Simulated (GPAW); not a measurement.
Runs of GPAW 26.7.0 on GaSb. It takes space group F-43m (No. 216, cubic). Conventional cell: a = 6.118 Å, b = 6.118 Å, c = 6.118 Å, α = 90.00°, β = 90.00°, γ = 90.00°. Around Sb (site symmetry -43m) lie 4 Ga at 2.65 Å. Around Ga (site symmetry -43m) lie 4 Sb at 2.65 Å. 

| task | level | potentials or basis | cell | k mesh | cutoff (eV) | smearing | optimizer | fmax | max steps | convergence | eigensolver | mesh quality | gap on the mesh (eV) | pressure (GPa) | relaxed volume (Å³/atom) |
| --- | --- | --- | --- | --- | --- | --- | --- | --- | --- | --- | --- | --- | --- | --- | --- |
| relaxation of cell and atoms | RPBE+D4 | the program's PAW data sets (release 1.2.1) made for this functional, pw | relaxed | 8 × 8 × 8 | 600 | fermi-dirac 0.05 eV | BFGS | 0.02 eV/Å | 100 | density=1e-05 forces=0.0001 | - | not flagged | 0.33 | 0.0 | 28.07 |
| relaxation of cell and atoms | PBEsol+D4 | PAW data sets generated in the run's folder for this functional, pw | relaxed | 8 × 8 × 8 | 600 | fermi-dirac 0.05 eV | BFGS | 0.02 eV/Å | 40 | density=1e-05 forces=0.0001 | - | not flagged | 0.24 | 0.1 | (b) |
| relaxation of cell and atoms | RPBE+D3(BJ) | the program's PAW data sets (release 1.2.1) made for this functional, pw | relaxed | 8 × 8 × 8 | 600 | fermi-dirac 0.05 eV | BFGS | 0.02 eV/Å | 40 | density=1e-05 forces=0.0001 | - | not flagged | 0.76 | -0.1 | (a) |
| relaxation of cell and atoms | BLYP+D3(BJ) | PAW data sets generated in the run's folder for this functional, pw | relaxed | 8 × 8 × 8 | 600 | fermi-dirac 0.05 eV | BFGS | 0.02 eV/Å | 40 | density=1e-05 forces=0.0001 | davidson | not flagged | none | 0.0 | 28.74 |
| electron localisation function | PBEsol | PAW data sets generated in the run's folder for this functional, pw | as given | 4 × 4 × 4 | 510 | fermi-dirac 0.01 eV | - | - | - | - | - | coarse | 0.03 | 0.0 | - |
| relaxation of cell and atoms | BLYP+D4 | PAW data sets generated in the run's folder for this functional, pw | relaxed | 8 × 8 × 8 | 600 | fermi-dirac 0.05 eV | FIRE | 0.02 eV/Å | 100 | density=1e-05 forces=0.0001 | davidson | not flagged | none | 0.1 | 28.73 |
| relaxation of cell and atoms | revPBE+D4 | the program's PAW data sets (release 1.2.1) made for this functional, pw | relaxed | 8 × 8 × 8 | 600 | fermi-dirac 0.05 eV | FIRE | 0.05 eV/Å | 60 | density=1e-05 forces=0.0001 | - | not flagged | 0.22 | -0.2 | 28.38 |
| single point | PBE | GPAW PAW data sets (gpaw-data 1.2.1), pw | as given | 8 × 8 × 8 | 600 | gaussian 0.05 eV | - | - | - | - | - | not flagged | (c) | 2.3 | - |

Alike in all rows: no spin polarisation.

**Question.** Estimate the missing entries.

**Answer.** (a) 25.80; (b) 27.83; (c) 0.09.

Caveats: some runs use coarse meshes; later steps reuse the first step's grids (some runs); spin-orbit coupling is left out, which moves the levels of the heavy elements (some runs); pairwise dispersion overbinds metals, which lowers pressure and volume (some runs); this crystal is a semiconductor, whose small gap the functional closes, so the metal is an error of the method (some runs); the cutoff is short for stress and forces, so pressures can be off by a GPa or more (some runs).

A k mesh can miss the band edges, and the runs leave out spin-orbit coupling on Ga, Sb.

A gap of «none» marks a metal or a gap under the smearing width.
